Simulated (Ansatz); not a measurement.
**CdSe: a short molecular-dynamics run**

Aim: set CdSe (a distorted structure, 4 atoms, not relaxed) in motion for 20 steps of 1 fs under a Langevin thermostat and barostat at 300 K and 10 GPa, and see how temperature, energy and positions respond.

Method: DFT PBE, plane waves, PAW, scalar-relativistic, no spin polarisation, in Ansatz 0.2.0.

### Step 1. The structure to begin with

The cell holds 4 atoms (Cd2Se2): a = 4.353 Å, b = 4.394 Å, c = 7.095 Å, α = 89.58°, β = 90.31°, γ = 119.92°.

Structure file:

```
Cd Se
1.0
     4.35341   -0.00865   -0.01159
    -2.18419    3.81246    0.01586
    -0.01892    0.01897    7.09480
Cd Se
2 2
Direct
  0.33266 0.66623 0.99409
  0.64951 0.32583 0.49052
  0.32345 0.66045 0.38555
  0.68899 0.31635 0.88726
```

### Step 2. Dynamics

The input, input.yaml:

```yaml
crystal:
  lattice:
    - [4.353411, -0.008647, -0.011589]
    - [-2.184194, 3.812462, 0.015858]
    - [-0.018919, 0.018971, 7.094797]
  atoms:
    - { symbol: Cd, position: [0.332659, 0.666227, 0.99409] }
    - { symbol: Cd, position: [0.649514, 0.325834, 0.49052] }
    - { symbol: Se, position: [0.323452, 0.660451, 0.385546] }
    - { symbol: Se, position: [0.688992, 0.316355, 0.887264] }
kpoints:
  mp_grid: { grid: [4, 4, 2] }
magnetization:
  spin_polarized: false
scf:
  occupations: { method: cold, width: 0.15 }
hamiltonian:
  pseudopotentials: { kind: paw }
  xc: pbe
basis:
  ecutwfc: 420
md:
  timestep: 1.0
  n_steps: 20
  ensemble: npt_langevin
  temperature: 300.0
  initial_velocities: maxwell_boltzmann
  seed: 253137
  pressure: 10.0
```

Command:

```console
$ ansatz run input.yaml --threads 2 --pin off --max-ram 2560MiB --backend cpu --events-out ev --progress --plain --runs-dir out
```

What it wrote, cut to the lines that bear on the results:

```text
Warning: md: disabling space-group detection — thermal motion breaks the input geometry's symmetry, so no spatial operation reduces the k-mesh or symmetrises the density; time reversal is kept, so that k and −k are solved as one point where they differ and the mesh holds both, and exact [...]
Warning: RAYON_NUM_THREADS=2 ignored (pool sized by the plan → 2); use --threads N
[...]
Pseudopotentials: kind: paw
Pseudopotential: Cd, paw, valence charge 20, recommended cutoff 420 eV (normal), Cd.paw.azcp
Pseudopotential: Se, paw, valence charge 16, recommended cutoff 420 eV (normal), Se.paw.azcp
Functional definition: PBE
[...]
Crystal: 4 atoms, lattice volume = 117.618 Å³
Basis set: ecut = 420 eV (smoothed over ±3.0 %; plane waves to 437.0 eV, density to 1747.9 eV), 2461 PW (Γ), exchange–correlation on 60×60×100 points (8 copies of the dense FFT grid, shifted against one another)
Bands: 44, of which v1, the nominal top of the filled ones, is band 36 counted from 1 (35 counted from 0)
Symmetry: 1 space group operations
k-points: 20 of 32 (time reversal used)
[...]
SCF iter   1: F=—  HF=-27449.403817 eV  |F-HF|=—  |Δ(HF+E_count)|=         —  Δρ=5.58e-4  dr2=5.77e-4  ethr=1.77e-3  ⟨swp⟩=7.4  Hψ=3414  notcnv=0
[...]
md step     0: t =     0.00 fs  T =   225.0 K  F+E_penalty+E_count = -27449.41568822 eV  E_kin = 0.116334 eV  conserved = -27442.08145131 eV  P_inst = 1.1587 GPa  V = 117.6182 Å³  selection 1  (11 SCF iters)
[...]
md step     1: t =     1.00 fs  T =   242.7 K  F+E_penalty+E_count = -27449.41827638 eV  E_kin = 0.125476 eV  conserved = -27442.08146760 eV  P_inst = 1.1969 GPa  V = 117.5128 Å³  selection 1  (10 SCF iters)
[...]
SCF iter   1: F=—  HF=-27449.410512 eV  |F-HF|=—  |Δ(HF+E_count)|=         —  Δρ=3.21e-4  dr2=1.13e-4  ethr=2.72e-7  ⟨swp⟩=2.1  Hψ=3813  notcnv=0
```

### Step 3. More of the same log

The log, continued, cut to the lines that bear on the results:

```text
[...]
SCF iter   2: F=—  HF=-27449.410535 eV  |F-HF|=—  |Δ(HF+E_count)|=   2.05e-5  S|Δr|=   1.93e-4  Δρ=1.41e-4  dr2=1.74e-5  ethr=1.56e-7  ⟨swp⟩=2.0  Hψ=1138  notcnv=0
[...]
md step     2: t =     2.00 fs  T =   272.1 K  F+E_penalty+E_count = -27449.41976773 eV  E_kin = 0.140694 eV  conserved = -27442.08149816 eV  P_inst = 1.3095 GPa  V = 117.2420 Å³  selection 1  (10 SCF iters)
[...]
md step     6: t =     6.00 fs  T =   321.2 K  F+E_penalty+E_count = -27449.40028652 eV  E_kin = 0.166061 eV  conserved = -27442.08190418 eV  P_inst = 2.5941 GPa  V = 114.3161 Å³  selection 1  (7 SCF iters)
[...]
md step    10: t =    10.00 fs  T =   370.5 K  F+E_penalty+E_count = -27449.29465727 eV  E_kin = 0.191546 eV  conserved = -27442.08248290 eV  P_inst = 5.3291 GPa  V = 109.2311 Å³  selection 1  (9 SCF iters)
[...]
  atom   1  Cd     0.73709120     0.28609242     0.34850169
  atom   2  Cd    -0.02441797     0.71622226     0.93925547
  atom   3  Se     0.04942449    -0.71643371    -0.62077688
  atom   4  Se    -0.76209981    -0.28588083    -0.66697831
[...]
--- Stress (GPa, compression-positive) ---
       18.563235       1.791520       0.983332
        1.791520      20.577137       1.245599
        0.983332       1.245599      12.647620
  P = ⅓ Tr σ = 17.2627 GPa (172.627 kbar)
--- MD trajectory: 20 steps, t = 0.0 → 20.0 fs ---
  final state: T = 415.3 K   F+E_penalty+E_count = -27448.39758479 eV   E_kin = 0.214705 eV
  conserved energy: peak-to-peak 1.228e-3 eV (3.070e-4 eV/atom) at the most on one of 3 selections of grids, which stood over 11.0 fs
  cell: V = 95.2316 Å³ at the end; means of 21 rows, the approach among them: V = 108.1138 Å³, P_inst = 6.9656 GPa
  mean static stress (GPa): xx 7.7188  yy 8.7065  zz 3.9335  yz 0.3084  xz 0.8479  xy 1.3963
  the result is of one more SCF, on plane waves selected at the last cell: its energy does not rank with the rows'
```

Wall time 2.8 min (2 threads of an Arm CPU, shared host); peak memory 0.45 GiB.

### Step 4. What the atoms did

The trajectory, step by step (energies from step 0); msd is the mean square displacement from the start, the centre of mass held:

| time (fs) | T (K) | potential energy change (meV/atom) | conserved energy change (meV/atom) | volume (Å³/atom) | pressure (GPa) | msd Se (Å²) | msd Cd (Å²) |
| --- | --- | --- | --- | --- | --- | --- | --- |
| 0.0 | 225 | 0.0 | 0.00 | 29.40 | 1.2 | 0.000 | 0.000 |
| 1.0 | 243 | -0.6 | 0.00 | 29.38 | 1.2 | 0.000 | 0.000 |
| 2.0 | 272 | -1.0 | -0.01 | 29.31 | 1.3 | 0.000 | 0.000 |
| 3.0 | 285 | -1.0 | -0.03 | 29.20 | 1.5 | 0.000 | 0.000 |
| 4.0 | 283 | -0.3 | -0.06 | 29.03 | 1.8 | 0.000 | 0.000 |
| 5.0 | 297 | 1.3 | -0.09 | 28.82 | 2.1 | 0.000 | 0.000 |
| 6.0 | 321 | 3.9 | -0.11 | 28.58 | 2.6 | 0.000 | 0.000 |
| 7.0 | 313 | 7.7 | -0.15 | 28.30 | 3.1 | 0.000 | 0.000 |
| 8.0 | 357 | 13.2 | -0.19 | 28.00 | 3.8 | 0.001 | 0.000 |
| 9.0 | 329 | 20.6 | -0.23 | 27.66 | 4.5 | 0.001 | 0.000 |
| 10.0 | 370 | 30.3 | -0.26 | 27.31 | 5.3 | 0.001 | 0.001 |
| 11.0 | 393 | 42.5 | -0.31 | 26.94 | 6.3 | 0.001 | 0.001 |
| 12.0 | 378 | 57.9 | -0.34 | 26.55 | 7.3 | 0.001 | 0.001 |
| 13.0 | 402 | 76.5 | -0.38 | 26.15 | 8.5 | 0.002 | 0.001 |
| 14.0 | 383 | 98.0 | -0.37 | 25.75 | 9.7 | 0.002 | 0.001 |
| 15.0 | 416 | 121.9 | -0.37 | 25.37 | 11.1 | 0.002 | 0.001 |
| 16.0 | 448 | 147.9 | -0.35 | 25.00 | 12.4 | 0.003 | 0.002 |
| 17.0 | 384 | 175.2 | -0.31 | 24.65 | 13.7 | 0.003 | 0.002 |
| 18.0 | 360 | 202.6 | -0.25 | 24.34 | 15.1 | 0.003 | 0.002 |
| 19.0 | 388 | 229.2 | -0.19 | 24.06 | 16.3 | 0.004 | 0.003 |
| 20.0 | 415 | 254.5 | -0.14 | 23.81 | 17.5 | 0.004 | 0.003 |

time (fs), T (K) and a bar:
```
      0.0        225 
      1.0        243 ##
      2.0        272 ######
      3.0        285 ########
      4.0        283 ########
      5.0        297 ##########
      6.0        321 #############
      7.0        313 ############
      8.0        357 ##################
      9.0        329 ##############
     10.0        370 ####################
     11.0        393 #######################
     12.0        378 #####################
     13.0        402 ########################
     14.0        383 #####################
     15.0        416 ##########################
     16.0        448 ##############################
     17.0        384 #####################
     18.0        360 ##################
     19.0        388 ######################
     20.0        415 ##########################
```

### Step 5. Positions and forces

Extended XYZ, with forces in eV/Å:

```xyz
4
Lattice="4.349 -0.009 -0.012 -2.182 3.808 0.016 -0.019 0.019 7.087" Properties=species:S:1:pos:R:3:forces:R:3 pbc="T T T" time_fs=2.0 T=272 dE=-0.0041
Cd   -0.025    2.550    7.056    0.622   -0.118    0.386
Cd    2.106    1.242    3.472    0.172   -0.027    0.481
Se   -0.042    2.525    2.740   -0.081    0.019   -0.351
Se    2.285    1.219    6.282   -0.713    0.125   -0.517
4
Lattice="4.325 -0.009 -0.012 -2.170 3.787 0.016 -0.019 0.019 7.048" Properties=species:S:1:pos:R:3:forces:R:3 pbc="T T T" time_fs=5.0 T=297 dE=0.0051
Cd   -0.023    2.530    7.023    0.629   -0.077    0.367
Cd    2.096    1.231    3.449    0.156    0.048    0.520
Se   -0.042    2.519    2.726   -0.071   -0.057   -0.371
Se    2.265    1.217    6.243   -0.715    0.086   -0.517
4
Lattice="4.283 -0.009 -0.011 -2.149 3.751 0.016 -0.019 0.019 6.980" Properties=species:S:1:pos:R:3:forces:R:3 pbc="T T T" time_fs=8.0 T=357 dE=0.0526
Cd   -0.021    2.500    6.962    0.657   -0.029    0.357
Cd    2.078    1.215    3.412    0.130    0.133    0.583
Se   -0.044    2.503    2.700   -0.052   -0.143   -0.401
Se    2.235    1.212    6.179   -0.735    0.039   -0.538
4
Lattice="4.247 -0.008 -0.011 -2.131 3.720 0.015 -0.018 0.019 6.922" Properties=species:S:1:pos:R:3:forces:R:3 pbc="T T T" time_fs=10.0 T=370 dE=0.1210
Cd   -0.019    2.477    6.909    0.680    0.003    0.357
Cd    2.063    1.204    3.382    0.107    0.207    0.632
Se   -0.046    2.489    2.679   -0.036   -0.217   -0.431
Se    2.211    1.206    6.124   -0.752    0.007   -0.558
4
Lattice="4.207 -0.008 -0.011 -2.111 3.685 0.015 -0.018 0.018 6.857" Properties=species:S:1:pos:R:3:forces:R:3 pbc="T T T" time_fs=12.0 T=378 dE=0.2315
Cd   -0.016    2.450    6.849    0.709    0.043    0.359
Cd    2.046    1.192    3.349    0.084    0.303    0.690
Se   -0.046    2.474    2.654   -0.020   -0.314   -0.466
Se    2.186    1.199    6.062   -0.773   -0.032   -0.583
4
Lattice="4.144 -0.008 -0.011 -2.079 3.629 0.015 -0.018 0.018 6.754" Properties=species:S:1:pos:R:3:forces:R:3 pbc="T T T" time_fs=15.0 T=416 dE=0.4875
Cd   -0.013    2.409    6.753    0.752    0.124    0.363
Cd    2.018    1.173    3.295    0.048    0.476    0.793
Se   -0.047    2.448    2.616    0.002   -0.485   -0.524
Se    2.146    1.190    5.965   -0.802   -0.116   -0.631
4
Lattice="4.087 -0.008 -0.011 -2.051 3.580 0.015 -0.018 0.018 6.661" Properties=species:S:1:pos:R:3:forces:R:3 pbc="T T T" time_fs=18.0 T=360 dE=0.8105
Cd   -0.008    2.371    6.668    0.760    0.224    0.361
Cd    1.994    1.158    3.247   -0.001    0.641    0.889
Se   -0.047    2.424    2.583    0.036   -0.645   -0.586
Se    2.109    1.181    5.876   -0.795   -0.220   -0.664
4
Lattice="4.058 -0.008 -0.011 -2.036 3.553 0.015 -0.018 0.018 6.613" Properties=species:S:1:pos:R:3:forces:R:3 pbc="T T T" time_fs=20.0 T=415 dE=1.0181
Cd   -0.005    2.350    6.625    0.737    0.286    0.348
Cd    1.982    1.152    3.220   -0.024    0.716    0.939
Se   -0.046    2.411    2.566    0.049   -0.716   -0.621
Se    2.089    1.177    5.828   -0.762   -0.286   -0.667
```

### Step 6. What came out

| quantity | value |
| --- | --- |
| length | 20 steps of 1 fs |
| temperature, first and last step | 225 and 415 K |
| temperature, second half | mean 394 K, from 360 to 448 K |
| potential energy, second half | +131 meV/atom from the start |
| largest change of the conserved energy | 0.38 meV/atom |
| volume, first and last step | 29.40 and 23.81 Å³/atom |
| mean square displacement, second half | Se 0.002, Cd 0.002 Å² |

Against a set 300 K the second half averages 394 K with a spread of 24 K (in equilibrium 4 atoms would scatter by about 122 K, over a far longer run). The conserved energy strays from its start by at most 0.38 meV/atom, 0.8 % of the mean kinetic energy, so a step of 1 fs is short enough over this time. The farthest move is 0.07 Å, against a mean nearest distance of 2.6 Å at the start: no atom has changed site so far. The volume changes by -19.0 % from first to last step, and is still moving at the end, so it is no equilibrium value. 20 fs on 4 atoms is far too short and small for converged averages.
